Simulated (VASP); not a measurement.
# C (Fd-3m) in VASP: notebook

The runs below take C through single point, with LDA, PBE.

All numbers are computed with VASP 6.6.1; they aren't measurements. Logs are shortened: lines on timing, memory, paths and dates and some standing lists are left out, and cuts for length are marked.

## Step 1: The crystal as given

The structure is cubic, space group Fd-3m (No. 227). Conventional cell: a = 3.567 Å, b = 3.567 Å, c = 3.567 Å, α = 90.00°, β = 90.00°, γ = 90.00°. C (site symmetry -43m) has 4 C at 1.54 Å as nearest neighbours.

This isn't the form of C at room conditions, which is graphite.

## Step 2: Single point, LDA (grid = ENCUT=460 dk=0.45 cell=2x2x1 ISMEAR=0 SIGMA=0.05 LREAL=Auto EDIFF=1e-06)

Contents of INCAR:

```
SYSTEM = C
PREC = Accurate
ENCUT = 460
EDIFF = 1E-6
ISMEAR = 0
SIGMA = 0.05
LREAL = Auto
LASPH = .True.
NELM = 120
ALGO = Fast
ISIF = 2
LWAVE = .False.
LCHARG = .False.
NBANDS = 24
```

Contents of KPOINTS:

```
regular mesh
0
Gamma
  7 7 7
  0 0 0
```

Contents of POSCAR:

```
C
1.0
    0.0000000000      3.5667400000      3.5667400000
    3.5667400000      0.0000000000      3.5667400000
    1.7833700000      1.7833700000      0.0000000000
C
8
Direct
    0.3750000000      0.3750000000      0.7500000000
    0.3750000000      0.8750000000      0.7500000000
    0.8750000000      0.3750000000      0.7500000000
    0.8750000000      0.8750000000      0.7500000000
    0.2500000000      0.2500000000      0.5000000000
    0.2500000000      0.7500000000      0.5000000000
    0.7500000000      0.2500000000      0.5000000000
    0.7500000000      0.7500000000      0.5000000000
```

Potentials or basis: VASP PAW LDA potentials, release 64 (C).

On the command line:

```bash
cat potpaw_LDA.64/C/POTCAR > POTCAR
mpirun -np 1 vasp_std > vasp.out
```

OUTCAR:

```text
SYSTEM = C
   PREC = Accurate
   ENCUT = 460
   EDIFF = 1E-6
   ISMEAR = 0
   LREAL = Auto
   LASPH = .True.
   NELM = 120
   ISIF = 2

 Found     64 irreducible k-points:

 Following reciprocal coordinates:
            Coordinates               Weight
  0.000000  0.000000  0.000000      1.000000
  0.142857  0.000000  0.000000      4.000000
  0.285714  0.000000  0.000000      4.000000
  0.428571  0.000000  0.000000      4.000000
  0.142857  0.142857  0.000000      2.000000
  0.285714  0.142857  0.000000      4.000000
   k-points           NKPTS =     64   k-points in BZ     NKDIM =     64   number of bands    NBANDS=     24
   number of dos      NEDOS =    301   number of ions     NIONS =      8
   total plane-waves  NPLWV =  23328
   dimension x,y,z NGX =    36 NGY =   36 NGZ =   18
   dimension x,y,z NGXF=    72 NGYF=   72 NGZF=   36
   ions per type =               8
   NGX,Y,Z   is equivalent  to a cutoff of  11.86, 11.86, 11.86 a.u.
   NGXF,Y,Z  is equivalent  to a cutoff of  23.73, 23.73, 23.73 a.u.
 SYSTEM =  C
   PREC   = accura    normal or accurate (medium, high low for compatibility)
   ISTART =      0    job   : 0-new  1-cont  2-samecut
   ICHARG =      2    charge: 1-file 2-atom 10-const
   ISPIN  =      1    spin polarized calculation?
   LNONCOLLINEAR =      F non collinear calculations
   LSORBIT =      F    spin-orbit coupling
   LASPH  =      T    aspherical Exc in radial PAW
   ENCUT  =  460.0 eV  33.81 Ry    5.81 a.u.   8.82  8.82  4.41*2*pi/ulx,y,z
   NELM   =    120;   NELMIN=  2; NELMDL= -5     # of ELM steps
   EDIFF  = 0.1E-05   stopping-criterion for ELM
   LREAL  =      T    real-space projection
   EDIFFG = 0.1E-04   stopping-criterion for IOM
   NSW    =      0    number of steps for IOM
   IBRION =     -1    ionic relax: 0-MD 1-quasi-New 2-CG
   NFREE  =      0    steps in history (QN), initial steepest desc. (CG)
   ISIF   =      2    stress and relaxation
   ISYM   =      2    0-nonsym 1-usesym 2-fastsym
   POTIM  = 0.5000    time-step for ionic-motion
   TEBEG  =    0.0;   TEEND  =   0.0 temperature during run
   PSTRESS=    0.0 pullay stress
   NELECT =      32.0000    total number of electrons
   NUPDOWN=      -1.0000    fix difference up-down
   EMIN   =  10.00;   EMAX   =-10.00  energy-range for DOS
   EFERMI =   0.00;   METHOD = LEGACY
   ISMEAR =     0;   SIGMA  =   0.05  broadening in eV -4-tet -1-fermi 0-gaus
   EFERMI_NEDOS =   21; number of points for ismear=-14 and -15
   IALGO  =     68    algorithm
   IMIX   =      4    mixing-type and parameters
     AMIX     =   0.40;   BMIX     =  1.00
     AMIX_MAG =   1.60;   BMIX_MAG =  1.00
  volume/ion in A,a.u.               =       5.67        38.28
  Fermi-wavevector in a.u.,A,eV,Ry     =   1.457203  2.753714 28.891161  2.123440
  Thomas-Fermi vector in A             =   2.574032
   LORBIT       =      0    0 simple, 1 ext, 2 COOP (PROOUT), +10 PAW based schemes
   GGA     = CA    functional components
   LHFCALC =     F    Hartree Fock is set to
   AEXX    =    0.0000 exact exchange contribution
   IVDW    =     0    specifies the selected vdW correction
   LEPSILON=     F    determine dielectric tensor
   LRPA    =     F    only Hartree local field effects (RPA)
 non-spin polarized calculation
 RMM-DIIS sequential band-by-band and
 Gauss-broadening in eV      SIGMA  =   0.05
  energy-cutoff  :      460.00
  volume of cell :       45.37
 maximum number of plane-waves:      1045
   NGX = 17   NGY = 17   NGZ =  9

 number of electron      32.0000013 magnetization

 Free energy of the ion-electron system (eV)
  ---------------------------------------------------
  ext. energy  EPLUGINS =         0.00000000
  ---------------------------------------------------
  free energy    TOTEN  =       -80.95125275 eV

  energy without entropy =      -80.95125275  energy(sigma->0) =      -80.95125275

 E-fermi :   9.9825     XC(G=0): -13.4994

 val. band max:        9.7246685495   @ k =   0.0000   0.0000   0.0000
 cond. band min:      13.8229093754   @ k =   0.2857   0.2857   0.0000
 fundamental gap:      4.0982408259
 Fermi energy:         9.9825384089

 k-point     1 :       0.0000    0.0000    0.0000
  band No.  band energies     occupation
      1     -11.5942      2.00000
      2      -5.7530      2.00000
      3      -5.7530      2.00000
      4      -3.6338      2.00000
      5      -3.6338      2.00000
      6      -2.8836      2.00000
      7      -2.8833      2.00000
      8       3.4336      2.00000
      9       3.4337      2.00000
     10       6.9356      2.00000
     11       6.9356      2.00000
     12       6.9357      2.00000
     13       6.9357      2.00000
     14       9.7246      2.00000
     15       9.7246      2.00000
     16       9.7247      2.00000
     17      14.4294      0.00000
     18      14.4296      0.00000
     19      15.2718      0.00000
     20      15.2718      0.00000
     21      15.2720      0.00000
     22      18.1080      0.00000
     23      18.1081      0.00000
     24      18.1084      0.00000

 k-point     2 :       0.1429    0.0000    0.0000
  band No.  band energies     occupation
      1     -11.4531      2.00000
      2      -6.7472      2.00000
      3      -5.8026      2.00000
      4      -3.9313      2.00000
      5      -3.3318      2.00000
      6      -2.4094      2.00000
      7      -1.6749      2.00000
      8       3.0091      2.00000
      9       3.5580      2.00000
     10       6.4623      2.00000
     11       6.6751      2.00000
     12       7.0255      2.00000
     13       7.0256      2.00000
     14       8.8023      2.00000
     15       9.4822      2.00000
     16       9.4823      2.00000
     17      14.4080      0.00000
     18      15.3090      0.00000
     19      15.5875      0.00000
     20      15.5876      0.00000
     21      15.8272      0.00000
     22      17.8325      0.00000
     23      18.0950      0.00000
     24      18.0964      0.00000

 k-point     3 :       0.2857    0.0000    0.0000
  band No.  band energies     occupation
      1     -11.0307      2.00000
      2      -8.1448      2.00000
      3      -5.8346      2.00000
      4      -4.7612      2.00000
      5      -2.5573      2.00000
      6      -0.5410      2.00000
      7      -0.3312      2.00000
      8       2.1933      2.00000
      9       3.9235      2.00000
     10       5.2673      2.00000
     11       6.0259      2.00000
     12       6.7792      2.00000
     13       7.2894      2.00000
     14       7.2894      2.00000
     15       8.9183      2.00000
     16       8.9183      2.00000
     17      14.7622      0.00000
     18      16.3287      0.00000
     19      16.3288      0.00000
     20      16.8099      0.00000
     21      17.0635      0.00000
     22      17.2121      0.00000
     23      18.0014      0.00000
     24      18.0016      0.00000

 k-point     4 :       0.4286    0.0000    0.0000
  band No.  band energies     occupation
      1     -10.3311      2.00000
      2      -9.3625      2.00000
      3      -5.7051      2.00000
      4      -5.3533      2.00000
      5      -1.5151      2.00000
      6      -0.5044      2.00000
      7       1.9853      2.00000
      8       2.4005      2.00000
      9       3.7653      2.00000
     10       4.4054      2.00000
     11       4.5025      2.00000
     12       5.2390      2.00000
     13       7.7176      2.00000
     14       7.7176      2.00000
     15       8.2820      2.00000
     16       8.2820      2.00000
     17      15.3659      0.00000
     18      16.1662      0.00000
     19      17.1234      0.00000
     20      17.1236      0.00000
     21      17.6166      0.00000
     22      17.7076      0.00000
     23      17.7077      0.00000
     24      18.1632      0.00000

 k-point     5 :       0.1429    0.1429    0.0000
  band No.  band energies     occupation
      1     -11.4060      2.00000
      2      -6.1773      2.00000
      3      -6.1773      2.00000
      4      -5.0672      2.00000
      5      -2.8805      2.00000
      6      -2.8805      2.00000
      7      -0.5258      2.00000
      8       3.6170      2.00000
      9       3.6170      2.00000
     10       6.3028      2.00000
     11       6.3028      2.00000
     12       6.8946      2.00000
     13       6.8946      2.00000
     14       9.0249      2.00000
     15       9.0249      2.00000
     16       9.2863      2.00000
     17      13.9467      0.00000
     18      15.1255      0.00000
     19      15.3501      0.00000
     20      16.1292      0.00000
     21      16.1293      0.00000
     22      18.0469      0.00000
     23      18.0481      0.00000
     24      18.3644      0.00000

 k-point     6 :       0.2857    0.1429    0.0000
  band No.  band energies     occupation
      1     -11.0774      2.00000
      2      -7.5730      2.00000
      3      -5.9848      2.00000
      4      -5.4716      2.00000
      5      -2.9875      2.00000
      6      -0.9578      2.00000
      7       0.6548      2.00000
      8       3.4400      2.00000
      9       3.9203      2.00000
     10       4.8955      2.00000
     11       6.3228      2.00000
     12       6.3334      2.00000
     13       7.2850      2.00000
     14       7.4597      2.00000
     15       8.3591      2.00000
     16       9.0377      2.00000
     17      14.1978      0.00000
     18      15.3407      0.00000
     19      16.3788      0.00000
     20      16.9992      0.00000
     21      17.0515      0.00000
     22      17.4085      0.00000
     23      18.0857      0.00000
     24      18.2396      0.00000

 [... further k-points ...]

------------------------ aborting loop because EDIFF is reached ----------------------------------------

  FORCE on cell =-STRESS in cart. coord.  units (eV):
  Direction    XX          YY          ZZ          XY          YZ          ZX
  --------------------------------------------------------------------------------------
  -------------------------------------------------------------------------------------
  Total       -3.3863130     -3.3863130     -3.3964661      0.0108310      0.0000000      0.0000000
  in kB     -119.5703012   -119.5703012   -119.9288066      0.3824400      0.0000000      0.0000000
  external PRESSURE =    -119.6898030 kB  Pullay stress =       0.0000000 kB

 VOLUME and BASIS-vectors are now :
 -----------------------------------------------------------------------------
  energy-cutoff  :      460.00
  volume of cell :       45.37
      direct lattice vectors                 reciprocal lattice vectors
     0.000000000  3.566740000  3.566740000    -0.140184034  0.140184034  0.140184034
     3.566740000  0.000000000  3.566740000     0.140184034 -0.140184034  0.140184034
     1.783370000  1.783370000  0.000000000     0.280368067  0.280368067 -0.280368067

 POSITION                                       TOTAL-FORCE (eV/Angst)
 -----------------------------------------------------------------------------------
      2.67505      2.67505      2.67505         0.000000      0.000000     -0.001243
      4.45843      2.67505      4.45843         0.000000      0.000000     -0.001243
      2.67505      4.45843      4.45843         0.000000      0.000000     -0.001243
      4.45843      4.45843      6.24179         0.000000      0.000000     -0.001243
      1.78337      1.78337      1.78337         0.000000      0.000000      0.001243
      3.56674      1.78337      3.56674         0.000000      0.000000      0.001243
      1.78337      3.56674      3.56674         0.000000      0.000000      0.001243
      3.56674      3.56674      5.35011         0.000000      0.000000      0.001243
 -----------------------------------------------------------------------------------
    total drift:                               -0.000000     -0.000000      0.000000

  FREE ENERGIE OF THE ION-ELECTRON SYSTEM (eV)
  ---------------------------------------------------
  free  energy   TOTEN  =       -80.9512527519 eV

  energy  without entropy=      -80.9512527519  energy(sigma->0) =      -80.95125275
```

It took 47 s on 1 thread of Intel Xeon 6975P-C (Granite Rapids), shared host; peak memory 0.16 GiB.

The run converged, but some of its settings lie outside the range that counts as converged, so its numbers aren't taken as properties of the crystal.

Results:

```yaml
Free_energy: -80.9513 eV
Pressure: -12.0 GPa
Band_gap_on_the_k_mesh: 4.10 eV
```

Caveat: the k mesh is coarse (spacing up to 0.44 Å⁻¹), so the values aren't converged; the cutoff is under 1.25 times the usual one of these potentials, so pressure, stress and relaxed cells hold a basis-set (Pulay) error; an odd mesh through Γ misses points on the zone boundary, where band edges often lie.

## Step 3: Single point, LDA (grid = ENCUT=520 dk=0.45 cell=2x2x1 ISMEAR=0 SIGMA=0.05 LREAL=Auto EDIFF=1e-06)

Edit INCAR of step 2 so:

```diff
@@ -2,3 +2,3 @@
 PREC = Accurate
-ENCUT = 460
+ENCUT = 520
 EDIFF = 1E-6
```

KPOINTS is that of step 2.

POSCAR is that of step 2.

Potentials or basis: VASP PAW LDA potentials, release 64 (C).

On the command line:

```bash
cat potpaw_LDA.64/C/POTCAR > POTCAR
mpirun -np 1 vasp_std > vasp.out
```

Run time: 58 s. Hardware: 1 thread of Intel Xeon 6975P-C (Granite Rapids), shared host; peak memory 0.17 GiB.

These settings aren't checked as converged: the numbers below hold their error.

Results:

* Free energy: -80.9436 eV
* Pressure: -11.3 GPa
* Band gap on the k mesh: 4.10 eV

Caveat: the k mesh is coarse (spacing up to 0.44 Å⁻¹), so the values aren't converged; an odd mesh through Γ misses points on the zone boundary, where band edges often lie.

## Step 4: Single point, LDA (grid = ENCUT=400 dk=0.35 cell=2x2x1 ISMEAR=0 SIGMA=0.05 LREAL=Auto EDIFF=1e-06)

Edit INCAR of step 3 so:

```diff
@@ -2,3 +2,3 @@
 PREC = Accurate
-ENCUT = 520
+ENCUT = 400
 EDIFF = 1E-6
```

Contents of KPOINTS:

```
regular mesh
0
Gamma
  9 9 9
  0 0 0
```

POSCAR is that of step 3.

Potentials or basis: VASP PAW LDA potentials, release 64 (C).

On the command line:

```bash
cat potpaw_LDA.64/C/POTCAR > POTCAR
mpirun -np 1 vasp_std > vasp.out
```

OUTCAR:

```text
SYSTEM = C
   PREC = Accurate
   ENCUT = 400
   EDIFF = 1E-6
   ISMEAR = 0
   LREAL = Auto
   LASPH = .True.
   NELM = 120
   ISIF = 2

 Found    125 irreducible k-points:

 Following reciprocal coordinates:
            Coordinates               Weight
  0.000000  0.000000  0.000000      1.000000
  0.111111  0.000000  0.000000      4.000000
  0.222222  0.000000  0.000000      4.000000
  0.333333  0.000000  0.000000      4.000000
  0.444444  0.000000  0.000000      4.000000
  0.111111  0.111111  0.000000      2.000000
   k-points           NKPTS =    125   k-points in BZ     NKDIM =    125   number of bands    NBANDS=     24
   number of dos      NEDOS =    301   number of ions     NIONS =      8
   total plane-waves  NPLWV =  20736
   dimension x,y,z NGX =    36 NGY =   36 NGZ =   16
   dimension x,y,z NGXF=    72 NGYF=   72 NGZF=   32
   ions per type =               8
   NGX,Y,Z   is equivalent  to a cutoff of  11.86, 11.86, 10.55 a.u.
   NGXF,Y,Z  is equivalent  to a cutoff of  23.73, 23.73, 21.09 a.u.
 SYSTEM =  C
   PREC   = accura    normal or accurate (medium, high low for compatibility)
   ISTART =      0    job   : 0-new  1-cont  2-samecut
[... 66 lines left out ...]
  band No.  band energies     occupation
      1     -11.5982      2.00000
      2      -5.7583      2.00000
      3      -5.7583      2.00000
      4      -3.6376      2.00000
      5      -3.6376      2.00000
      6      -2.8885      2.00000
[... 151 lines left out ...]
     23      18.0902      0.00000
     24      18.2733      0.00000

 [... further k-points ...]

------------------------ aborting loop because EDIFF is reached ----------------------------------------

  FORCE on cell =-STRESS in cart. coord.  units (eV):
  Direction    XX          YY          ZZ          XY          YZ          ZX
  --------------------------------------------------------------------------------------
  -------------------------------------------------------------------------------------
  Total       -4.3941860     -4.3941860     -4.3975845     -0.0007709      0.0000000      0.0000000
  in kB     -155.1581745   -155.1581745   -155.2781756     -0.0272219      0.0000000      0.0000000
  external PRESSURE =    -155.1981749 kB  Pullay stress =       0.0000000 kB

 VOLUME and BASIS-vectors are now :
 -----------------------------------------------------------------------------
  energy-cutoff  :      400.00
  volume of cell :       45.37
      direct lattice vectors                 reciprocal lattice vectors
     0.000000000  3.566740000  3.566740000    -0.140184034  0.140184034  0.140184034
     3.566740000  0.000000000  3.566740000     0.140184034 -0.140184034  0.140184034
     1.783370000  1.783370000  0.000000000     0.280368067  0.280368067 -0.280368067

 POSITION                                       TOTAL-FORCE (eV/Angst)
 -----------------------------------------------------------------------------------
      2.67505      2.67505      2.67505         0.000000      0.000000     -0.000300
      4.45843      2.67505      4.45843         0.000000      0.000000     -0.000300
      2.67505      4.45843      4.45843         0.000000      0.000000     -0.000300
      4.45843      4.45843      6.24179         0.000000      0.000000     -0.000300
      1.78337      1.78337      1.78337         0.000000      0.000000      0.000300
      3.56674      1.78337      3.56674         0.000000      0.000000      0.000300
      1.78337      3.56674      3.56674         0.000000      0.000000      0.000300
      3.56674      3.56674      5.35011         0.000000      0.000000      0.000300
 -----------------------------------------------------------------------------------
    total drift:                               -0.000000     -0.000000      0.000000

  FREE ENERGIE OF THE ION-ELECTRON SYSTEM (eV)
  ---------------------------------------------------
  free  energy   TOTEN  =       -80.9888927180 eV

  energy  without entropy=      -80.9888927180  energy(sigma->0) =      -80.98889272
```

OSZICAR:

```text
N       E                     dE             d eps       ncg     rms          rms(c)
DAV:   1     0.476227867888E+02    0.47623E+02   -0.14456E+04  6000   0.106E+03
DAV:   2    -0.799501130906E+02   -0.12757E+03   -0.12036E+03  8312   0.220E+02
DAV:   3    -0.841167555158E+02   -0.41666E+01   -0.41449E+01  7968   0.373E+01
DAV:   4    -0.841573832257E+02   -0.40628E-01   -0.40604E-01  7384   0.416E+00
DAV:   5    -0.841582383704E+02   -0.85514E-03   -0.85463E-03  7984   0.530E-01    0.115E+01
RMM:   6    -0.818049559087E+02    0.23533E+01   -0.15078E+00  6018   0.684E+00    0.671E+00
RMM:   7    -0.809784710520E+02    0.82648E+00   -0.24145E+00  6769   0.894E+00    0.140E+00
RMM:   8    -0.809889719916E+02   -0.10501E-01   -0.13709E-01  6420   0.268E+00    0.346E-01
RMM:   9    -0.809886606887E+02    0.31130E-03   -0.34478E-02  6957   0.115E+00    0.118E-01
RMM:  10    -0.809888891594E+02   -0.22847E-03   -0.49540E-03  6835   0.453E-01    0.695E-02
RMM:  11    -0.809888619096E+02    0.27250E-04   -0.13175E-03  7283   0.209E-01    0.535E-03
RMM:  12    -0.809888862541E+02   -0.24345E-04   -0.23904E-04  7438   0.933E-02    0.525E-03
RMM:  13    -0.809888917969E+02   -0.55427E-05   -0.53054E-05  7371   0.377E-02    0.103E-02
RMM:  14    -0.809888929766E+02   -0.11797E-05   -0.11470E-05  6482   0.173E-02    0.551E-03
RMM:  15    -0.809888927180E+02    0.25860E-06   -0.25570E-06  5033   0.774E-03
   1 F= -.80988893E+02 E0= -.80988893E+02  d E =-.103399E-12
```

It took 2 min on 1 thread of Intel Xeon 6975P-C (Granite Rapids), shared host; peak memory 0.18 GiB.

These settings aren't checked as converged: the numbers below hold their error.

What came out:

```yaml
Free_energy: -80.9889 eV
Band_gap_on_the_k_mesh: 4.09 eV
```

Caveat: the cutoff is under 1.25 times the usual one of these potentials, so pressure, stress and relaxed cells hold a basis-set (Pulay) error; an odd mesh through Γ misses points on the zone boundary, where band edges often lie.

(Part 1 of 2 ends here.)
